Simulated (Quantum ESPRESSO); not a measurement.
# C (Fd-3m) in Quantum ESPRESSO: a series of runs

Aim: see how the results for C move with the level of theory and the settings. Levels: AM05, BLYP, rPW86PBE+rVV10. Tasks: phonons.

Program: Quantum ESPRESSO 7.5. These are calculated values, not measurements. Logs are shortened: lines on timing, memory, paths and dates and some standing lists are left out, and cuts for length are marked.

### 1 The crystal as given

Symmetry: Fd-3m, No. 227, cubic system. The conventional cell has a = 3.567 Å, b = 3.567 Å, c = 3.567 Å, α = 90.00°, β = 90.00°, γ = 90.00°. Around C (site symmetry -43m) lie 4 C at 1.54 Å.

This isn't the form of C at room conditions, which is graphite.

### 2 Phonons, AM05

pw.in reads:

```
&CONTROL
  calculation = 'scf'
  prefix = 'pwscf'
  outdir = './tmp'
  pseudo_dir = './pseudo'
  tprnfor = .true.
  tstress = .true.
  disk_io = 'low'
/
&SYSTEM
  ibrav = 0
  nat = 2
  ntyp = 1
  ecutwfc = 82
  nbnd = 9
  input_dft = 'XC-000I-000I-120L-135L-000I-000I'
  occupations = 'smearing'
  smearing = 'mv'
  degauss = 0.00999582
/
&ELECTRONS
  conv_thr = 4d-10
  electron_maxstep = 120
  mixing_beta = 0.5
/
ATOMIC_SPECIES
C     12.0110 C.upf
CELL_PARAMETERS angstrom
   0.0000000000    1.7833700000    1.7833700000
   1.7833700000    0.0000000000    1.7833700000
   1.7833700000    1.7833700000    0.0000000000
ATOMIC_POSITIONS crystal
C      0.7500000000    0.7500000000    0.7500000000
C      0.5000000000    0.5000000000    0.5000000000
K_POINTS automatic
13 13 13 0 0 0
```

scf2.in reads:

```
&CONTROL
  calculation = 'scf'
  prefix = 'pwscf'
  outdir = './tmp'
  pseudo_dir = './pseudo'
  tprnfor = .true.
  tstress = .true.
  disk_io = 'low'
/
&SYSTEM
  ibrav = 0
  nat = 2
  ntyp = 1
  ecutwfc = 82
  nbnd = 9
  input_dft = 'XC-000I-000I-120L-135L-000I-000I'
  occupations = 'fixed'
/
&ELECTRONS
  conv_thr = 1d-13
  electron_maxstep = 120
  mixing_beta = 0.5
  startingpot = 'file'
  startingwfc = 'file'
/
ATOMIC_SPECIES
C     12.0110 C.upf
CELL_PARAMETERS angstrom
   0.0000000000    1.7833700000    1.7833700000
   1.7833700000    0.0000000000    1.7833700000
   1.7833700000    1.7833700000    0.0000000000
ATOMIC_POSITIONS crystal
C      0.7500000000    0.7500000000    0.7500000000
C      0.5000000000    0.5000000000    0.5000000000
K_POINTS automatic
13 13 13 0 0 0
```

ph.in reads:

```
phonons of C
&INPUTPH
  prefix = 'pwscf'
  outdir = './tmp'
  tr2_ph = 1d-16
  fildyn = 'dyn'
  niter_ph = 60
  alpha_mix(1) = 0.7
  epsil = .true.
/
0.0000000000 0.0000000000 0.0000000000
```

dynmat.in reads:

```
&INPUT
  fildyn = 'dyn'
  asr = 'crystal'
  lperm = .true.
  filout = 'dynmat.disp'
  fileig = 'dynmat.eig'
/
```

dynmat_lo.in reads:

```
&INPUT
  fildyn = 'dyn'
  asr = 'crystal'
  filout = 'dynmat_lo.disp'
  fileig = 'dynmat_lo.eig'
  q(1) = 0
  q(2) = 0
  q(3) = 1
/
```

Potentials or basis: PseudoDojo 0.4.1 SR PBE standard.

On the command line:

```sh
$ OMP_NUM_THREADS=1 pw.x -in pw.in > pw.out
$ OMP_NUM_THREADS=1 pw.x -in scf2.in > scf2.out
$ OMP_NUM_THREADS=1 ph.x -in ph.in > ph.out
$ OMP_NUM_THREADS=1 dynmat.x -in dynmat.in > dynmat.out
$ OMP_NUM_THREADS=1 dynmat.x -in dynmat_lo.in > dynmat_lo.out
```

pw.out:

```text
This program is part of the open-source Quantum ESPRESSO suite
     for quantum simulation of materials; please cite
         "P. Giannozzi et al., J. Phys.:Condens. Matter 21 395502 (2009);
         "P. Giannozzi et al., J. Phys.:Condens. Matter 29 465901 (2017);
         "P. Giannozzi et al., J. Chem. Phys. 152 154105 (2020);
     in publications or presentations arising from this work. More details at

     IMPORTANT: XC functional enforced from input :
     Exchange-correlation= XC-000I-000I-120L-135L-000I-000I
                           (   0   0 120 135   0   0   0)
     Any further DFT definition will be discarded
     Please, verify this is what you really want

     Message from routine setup:
     using ibrav=0 with symmetry is DISCOURAGED, use correct ibrav instead

     G-vector sticks info
     --------------------
     sticks:   dense  smooth     PW     G-vecs:    dense   smooth      PW
     Sum         511     511    163                 7727     7727    1411

     Using Slab Decomposition

     bravais-lattice index     =            0
     lattice parameter (alat)  =       4.7660  a.u.
     unit-cell volume          =      76.5510 (a.u.)^3
     number of atoms/cell      =            2
     number of atomic types    =            1
     number of electrons       =         8.00
     number of Kohn-Sham states=            9
     kinetic-energy cutoff     =      82.0000  Ry
     charge density cutoff     =     328.0000  Ry
     scf convergence threshold =      4.0E-10
     mixing beta               =       0.5000
     number of iterations used =            8  plain     mixing
     Exchange-correlation= XC-000I-000I-120L-135L-000I-000I
                           (   0   0 120 135   0   0   0)

     celldm(1)=   4.766014  celldm(2)=   0.000000  celldm(3)=   0.000000
     celldm(4)=   0.000000  celldm(5)=   0.000000  celldm(6)=   0.000000

     crystal axes: (cart. coord. in units of alat)
               a(1) = (   0.000000   0.707107   0.707107 )
               a(2) = (   0.707107   0.000000   0.707107 )
               a(3) = (   0.707107   0.707107   0.000000 )

     reciprocal axes: (cart. coord. in units 2 pi/alat)
               b(1) = ( -0.707107  0.707107  0.707107 )
               b(2) = (  0.707107 -0.707107  0.707107 )
               b(3) = (  0.707107  0.707107 -0.707107 )

     PseudoPot. # 1 for C  read from file:
     C.upf
     Pseudo is Norm-conserving + core correction, Zval =  4.0
     Generated using ONCVPSP code by D. R. Hamann
     Using radial grid of 1248 points,  4 beta functions with:
                l(1) =   0
                l(2) =   0
                l(3) =   1
                l(4) =   1

     atomic species   valence    mass     pseudopotential
     C                 4.00    12.01100     C ( 1.00)

     48 Sym. Ops., with inversion, found (24 have fractional translation)

   Cartesian axes

     site n.     atom                  positions (alat units)
         1        C      tau(   1) = (   1.0606602   1.0606602   1.0606602  )
         2        C      tau(   2) = (   0.7071068   0.7071068   0.7071068  )

     number of k points=    84  Marzari-Vanderbilt smearing, width (Ry)=  0.0100
                       cart. coord. in units 2pi/alat
        k(    1) = (   0.0000000   0.0000000   0.0000000), wk =   0.0009103
        k(    2) = (   0.0543928   0.0543928  -0.0543928), wk =   0.0072827
        k(    3) = (   0.1087857   0.1087857  -0.1087857), wk =   0.0072827
        k(    4) = (   0.1631785   0.1631785  -0.1631785), wk =   0.0072827
        k(    5) = (   0.2175713   0.2175713  -0.2175713), wk =   0.0072827
        k(    6) = (   0.2719641   0.2719641  -0.2719641), wk =   0.0072827
[... 76 lines left out ...]
        k(   83) = (   0.0000000  -0.4351426   0.6527140), wk =   0.0218480
        k(   84) = (  -0.0543928  -0.3807498   0.7071068), wk =   0.0218480

     Dense  grid:     7727 G-vectors     FFT dimensions: (  32,  32,  32)

     WARNING: libxc functional with ID  120 depends
      on external parameters: check the user_guide of
      QE if you need to modify them or to check their
      default values.

     WARNING: libxc functional with ID  135 depends
      on external parameters: check the user_guide of
      QE if you need to modify them or to check their
      default values.

     Initial potential from superposition of free atoms

     starting charge       7.9999, renormalised to       8.0000
     Starting wfcs are    8 randomized atomic wfcs +    1 random wfcs

     Self-consistent Calculation

     iteration #  1     ecut=    82.00 Ry     beta= 0.50
     Davidson diagonalization with overlap
     ethr =  1.00E-02,  avg # of iterations =  4.8

     total energy              =     -23.97420810 Ry
     estimated scf accuracy    <       0.10635562 Ry

     iteration #  2     ecut=    82.00 Ry     beta= 0.50
     Davidson diagonalization with overlap
     ethr =  1.33E-03,  avg # of iterations =  1.1

     total energy              =     -23.97249385 Ry
     estimated scf accuracy    <       0.01494107 Ry

     iteration #  3     ecut=    82.00 Ry     beta= 0.50
     Davidson diagonalization with overlap
     ethr =  1.87E-04,  avg # of iterations =  2.1

     total energy              =     -23.97387560 Ry
     estimated scf accuracy    <       0.00015780 Ry

     iteration #  4     ecut=    82.00 Ry     beta= 0.50
     Davidson diagonalization with overlap
     ethr =  1.97E-06,  avg # of iterations =  5.7

     total energy              =     -23.97390029 Ry
     estimated scf accuracy    <       0.00000314 Ry

     iteration #  5     ecut=    82.00 Ry     beta= 0.50
     Davidson diagonalization with overlap
     ethr =  3.93E-08,  avg # of iterations =  2.0

     total energy              =     -23.97390089 Ry
     estimated scf accuracy    <       0.00000019 Ry

     iteration #  6     ecut=    82.00 Ry     beta= 0.50
     Davidson diagonalization with overlap
     ethr =  2.40E-09,  avg # of iterations =  1.2

     total energy              =     -23.97390086 Ry
     estimated scf accuracy    <       0.00000009 Ry

     iteration #  7     ecut=    82.00 Ry     beta= 0.50
     Davidson diagonalization with overlap
     ethr =  1.17E-09,  avg # of iterations =  1.3

     total energy              =     -23.97390087 Ry
     estimated scf accuracy    <          1.1E-09 Ry

     iteration #  8     ecut=    82.00 Ry     beta= 0.50
     Davidson diagonalization with overlap
     ethr =  1.43E-11,  avg # of iterations =  2.0

     End of self-consistent calculation

          k = 0.0000 0.0000 0.0000 (   941 PWs)   bands (ev):

    -8.2237  13.4023  13.4023  13.4023  18.9474  18.9474  18.9474  26.6588
    32.3673

          k = 0.0544 0.0544-0.0544 (   944 PWs)   bands (ev):

    -8.0592  12.3183  13.1181  13.1181  19.3177  19.3177  19.5840  26.7995
    32.6526

          k = 0.1088 0.1088-0.1088 (   941 PWs)   bands (ev):

    -7.5674  10.0210  12.4795  12.4795  20.1531  20.1531  20.6108  27.2067
    33.2890

          k = 0.1632 0.1632-0.1632 (   947 PWs)   bands (ev):

    -6.7539   7.3945  11.7900  11.7900  20.9923  20.9923  21.3652  27.7945
    33.7764

          k = 0.2176 0.2176-0.2176 (   956 PWs)   bands (ev):

    -5.6315   4.7711  11.2085  11.2085  21.5391  21.5391  21.8187  28.3785
    34.0141

          k = 0.2720 0.2720-0.2720 (   947 PWs)   bands (ev):

    -4.2367   2.3228  10.8009  10.8009  21.7642  21.7642  22.0685  28.7651
    34.4113

          k = 0.3264 0.3264-0.3264 (   969 PWs)   bands (ev):

    -2.7609   0.3065  10.5928  10.5928  21.8140  21.8140  22.1805  28.9161
    34.9884

          k = 0.1088-0.0000 0.0000 (   945 PWs)   bands (ev):

    -8.0044  12.5903  12.5903  12.8714  18.7706  19.9462  19.9462  26.7726
    32.7583

          k = 0.1632 0.0544-0.0544 (   943 PWs)   bands (ev):

    -7.6218  10.7981  11.8483  12.5827  19.0202  20.9241  20.9517  26.8677
    33.3156

          k = 0.2176 0.1088-0.1088 (   951 PWs)   bands (ev):

    -6.9155   8.3171  11.1486  11.9878  19.7925  21.7986  21.8452  27.0726
    33.8454

          k = 0.2720 0.1632-0.1632 (   955 PWs)   bands (ev):

    -5.8956   5.7167  10.6152  11.2887  20.5611  22.3266  22.4216  27.4706
    34.1538

          k = 0.3264 0.2176-0.2176 (   959 PWs)   bands (ev):

    -4.5871   3.2195  10.2992  10.6569  21.0559  22.5849  22.6134  28.1042
    34.2150

          k = 0.3807 0.2720-0.2720 (   956 PWs)   bands (ev):

    -3.0894   1.0172  10.1739  10.2163  21.3442  22.4726  22.7426  28.7070
    34.3800

          k =-0.2720-0.3807 0.3807 (   969 PWs)   bands (ev):

    -2.3148   0.0645   9.8824  10.3632  21.5874  22.2470  22.7583  28.9542
    34.4957

          k =-0.2176-0.3264 0.3264 (   957 PWs)   bands (ev):

    -3.5937   1.7014   9.8082  10.7230  21.8351  21.9645  22.6686  28.7460
    34.3067

          k =-0.1632-0.2720 0.2720 (   955 PWs)   bands (ev):

    -5.0528   4.0352   9.9648  11.2655  21.5546  21.9860  22.4395  28.1976
    34.1473

          k =-0.1088-0.2176 0.2176 (   951 PWs)   bands (ev):

    -6.2696   6.5872  10.3535  11.9367  20.9075  21.8589  21.9601  27.6192
    34.0447

          k =-0.0544-0.1632 0.1632 (   954 PWs)   bands (ev):

    -7.1866   9.1749  10.9590  12.6293  20.0744  21.1253  21.3512  27.2185
    33.6925

          k = 0.0000-0.1088 0.1088 (   943 PWs)   bands (ev):

    -7.7856  11.3913  11.8445  13.1232  19.3923  20.1172  20.4635  26.9550
    33.0713

          k = 0.2176-0.0000 0.0000 (   950 PWs)   bands (ev):

    -7.3491  11.0505  11.0505  11.4476  18.3383  22.0337  22.0337  26.2513
    33.3443

          k = 0.2720 0.0544-0.0544 (   957 PWs)   bands (ev):

    -6.7523   9.1464  10.3224  11.0574  18.5427  23.0621  23.1074  25.6018
    33.2249

          k = 0.3264 0.1088-0.1088 (   955 PWs)   bands (ev):

    -5.8394   6.7456   9.7831  10.3969  19.2918  23.7391  23.8430  25.3692
    33.9474
[... 238 lines left out ...]
    -1.3754   3.0417   5.7402   7.1115  19.1480  21.3180  27.7643  29.1446
    34.6924

          k =-0.0544-0.4895 0.5983 (   958 PWs)   bands (ev):

    -0.0387   1.8976   4.4752   7.3573  19.5917  23.4910  27.3276  28.7205
    32.9214

          k = 0.0000-0.4351 0.5439 (   964 PWs)   bands (ev):

    -0.2429   2.1357   3.8945   7.9044  20.1182  25.9209  26.4468  27.9484
    31.2757

          k =-0.0544-0.5983 0.7071 (   962 PWs)   bands (ev):

    -0.5096   1.8974   6.5786   6.6733  18.5966  19.3056  29.3849  29.8086
    35.9955

          k = 0.0000-0.5439 0.6527 (   968 PWs)   bands (ev):

     0.7397   0.9692   5.3349   6.8432  19.1437  20.8634  28.9294  29.3062
    34.5751

          k = 0.4351 0.2176 0.0000 (   962 PWs)   bands (ev):

    -3.9496   5.2720   6.4959   9.1482  20.6332  23.4292  24.6985  26.8206
    34.3944

          k =-0.2176-0.4351 0.6527 (   960 PWs)   bands (ev):

    -2.6027   3.5136   5.9717   8.3687  21.6106  23.1670  25.3349  27.7354
    32.9949

          k =-0.1632-0.3807 0.5983 (   958 PWs)   bands (ev):

    -1.2043   1.7448   5.9215   7.8586  21.8808  23.1873  26.6834  27.8600
    31.5129

          k =-0.1632-0.4895 0.7071 (   958 PWs)   bands (ev):

    -2.1303   3.8707   5.7697   7.1809  20.5850  22.4597  25.7696  28.6796
    34.1285

          k =-0.1088-0.4351 0.6527 (   962 PWs)   bands (ev):

    -0.7336   2.5704   5.0627   6.6662  21.4701  23.6660  25.5412  28.4203
    32.9801

          k =-0.0544-0.3807 0.5983 (   960 PWs)   bands (ev):

    -0.0753   1.9452   4.5581   6.8369  21.8871  24.4708  26.4864  26.9729
    32.2104

          k = 0.0000-0.3264 0.5439 (   966 PWs)   bands (ev):

    -1.2517   3.0318   4.6036   7.4799  22.3982  23.4229  25.7371  28.1466
    31.9248

          k =-0.0544-0.4895 0.7071 (   964 PWs)   bands (ev):

    -0.0507   2.0770   5.5248   5.9127  20.8245  21.4350  27.4809  28.8273
    34.6249

          k = 0.0000-0.4351 0.6527 (   964 PWs)   bands (ev):

     0.8576   1.5083   4.5064   6.0951  21.4253  23.5463  26.8416  27.4039
    33.7425

          k =-0.0544-0.3807 0.7071 (   961 PWs)   bands (ev):

     0.5365   1.9954   4.6248   5.6152  23.4852  23.6001  25.4656  26.7631
    33.7313

     the Fermi energy is    13.9981 ev

!    total energy              =     -23.97390087 Ry
     estimated scf accuracy    <          2.7E-11 Ry
     smearing contrib. (-TS)   =       0.00000000 Ry
     internal energy E=F+TS    =     -23.97390087 Ry

     The total energy is F=E-TS. E is the sum of the following terms:
     one-electron contribution =       8.27067686 Ry
     hartree contribution      =       1.89059432 Ry
     xc contribution           =      -8.56048355 Ry
     ewald contribution        =     -25.57468850 Ry

     convergence has been achieved in   8 iterations

     Forces acting on atoms (cartesian axes, Ry/au):

     atom    1 type  1   force =     0.00000000    0.00000000    0.00000000
     atom    2 type  1   force =     0.00000000    0.00000000    0.00000000

     Total force =     0.000000     Total SCF correction =     0.000000

     Computing stress (Cartesian axis) and pressure

          total   stress  (Ry/bohr**3)                   (kbar)     P=      -54.52
  -0.00037059   0.00000000   0.00000000          -54.52        0.00        0.00
   0.00000000  -0.00037059   0.00000000            0.00      -54.52        0.00
   0.00000000   0.00000000  -0.00037059            0.00        0.00      -54.52

=------------------------------------------------------------------------------=
   JOB DONE.
=------------------------------------------------------------------------------=
```

Run time: 1.7 min. Hardware: 1 thread of Arm Neoverse V1, shared host; peak memory 0.05 GiB.

What came out:

```yaml
Free_energy: -326.1815 eV
Pressure_after_relaxing: -5.5 GPa
Band_gap_on_the_k_mesh: 4.01 eV, indirect (least direct gap 5.55 eV)
Electronic_dielectric_tensor_diagonal: 5.82
Born_charges_mean_of_the_diagonal: C -0.00 e
Highest_phonon_frequency_at_Γ: 1295 cm⁻¹
Static_dielectric_tensor_diagonal: 5.82
```

Phonon frequencies in cm⁻¹ (negative: imaginary):
```csv
q point,frequencies
"(0.000, 0.000, 0.000)",-14 -14 -14 1295 1295 1295
```

Electronic dielectric tensor:
```
5.82 0.00 0.00
0.00 5.82 0.00
0.00 0.00 5.82
```

Born effective charge tensors (e):
atom 1, C
```
0.00 0.00 0.00
0.00 0.00 0.00
0.00 0.00 0.00
```
atom 2, C
```
0.00 0.00 0.00
0.00 0.00 0.00
0.00 0.00 0.00
```

Optical modes at Γ, degenerate ones joined, polar ones without the macroscopic field:
```csv
cm⁻¹,components,symmetry,active in,"IR intensity, summed ((D/Å)²/amu)"
1295,3,T2g,Raman,0.00
```

Static dielectric tensor, electrons and zone-centre modes:
```
5.82 0.00 0.00
0.00 5.82 0.00
0.00 0.00 5.82
```

Caveat: the potentials were made for another functional, which shifts forces and pressure; the cell is more than 3 GPa from zero pressure, which shifts response properties; this smearing can shift energies of a crystal with a gap; on a mesh that holds Γ this program's dielectric tensor can be off by some percent beyond the error of the mesh; an odd mesh through Γ misses points on the zone boundary, where band edges often lie.

[end of part 1 of 3]
